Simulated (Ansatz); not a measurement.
Take a crystal in which Rb has been replaced by Li on all its sites, with the cell rescaled by a rough guess (in some cases also distorted within its space group) and nothing relaxed:

```
Li
1.0
     3.76701    0.00000    0.00000
    -1.88351    3.26233    0.00000
     0.00000    0.00000    6.25001
Li
2
Direct
  0.33333 0.66667 0.25000
  0.66667 0.33333 0.75000
```

These are results of Ansatz, DFT PBEsol, scalar-relativistic, plane waves, PAW, not measurements.

Plane waves to 420 eV, a k mesh through Γ of 15×15×8 on the computed 2-atom cell and Gaussian smearing (0.10 eV); no spin polarisation.

Question: What pressure does the cell carry?

Answer: The pressure is -3.0 GPa (positive in compression), so the cell would contract.

Question: Is it a metal on this mesh?

Answer: Yes, a band crosses the Fermi level.

This form isn't the element's structure at ambient conditions.